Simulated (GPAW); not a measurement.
The system is LiH.

```
Li H
1.0
     0.00000    2.03675    2.03675
     2.03675    0.00000    2.03675
     2.03675    2.03675    0.00000
Li H
1 1
Direct
  0.00000 0.00000 0.00000
  0.50000 0.50000 0.50000
```

Base run:

* Program: GPAW 26.7.0
* Functional: PBE
* Potentials or basis: GPAW PAW data sets (gpaw-data 1.2.1)
* Cutoff: 600 eV
* Basis: pw
* k mesh: 9 × 9 × 9
* Occupations: fermi-dirac, width 0.05 eV
* Spin: no spin polarisation

Its results: band gap on the k mesh 3.28 eV, direct; pressure -1.3 GPa.

Question: The run is repeated on the same cell with these changes: functional from PBE to LDA; potentials or basis from GPAW PAW data sets (gpaw-data 1.2.1) to the program's PAW data sets (release 1.2.1) made for this functional. What comes out?

Answer: Band gap on the k mesh 2.92 eV, direct; pressure -3.5 GPa.

Caveats: the cutoff is short for stress and forces, so pressures can be off by a GPa or more; an odd mesh through Γ misses points on the zone boundary, where band edges often lie.
